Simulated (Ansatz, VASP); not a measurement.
**Ir in VASP and in Ansatz**

```xyz
1
Lattice="2.4975 0.0000 0.0000 0.0000 2.4975 0.0000 0.0000 0.0000 2.4975" Properties=species:S:1:pos:R:3 pbc="T T T"
Ir    0.0000    0.0000    0.0000
```

Change from the starting cell: volume scaled by 0.95, LAPW.

Alike in both runs: task single point; functional PBEsol; k mesh 17 × 17 × 17; occupations fermi-dirac, width 0.05 eV; no spin polarisation.

|  | VASP | Ansatz |
| --- | --- | --- |
| version | VASP 6.6.1 | Ansatz 0.2.0 |
| potentials or method | VASP PAW PBE potentials, release 64 (Ir), cutoff 520 eV | all-electron LAPW, scalar-relativistic |

```csv
,VASP,Ansatz,Ansatz less VASP
pressure (GPa),16.7,16.0,-0.70
```

Ansatz ran all-electron here, so the differences hold the error of VASP's frozen core and of both bases.

Caveats: so large a pressure means that the cell lies far from this level's equilibrium, or that cutoff or potentials fall short (VASP); the potentials were made for another functional, which shifts forces and pressure (VASP). The runs have no spin-orbit coupling, so splittings on Ir are missing.
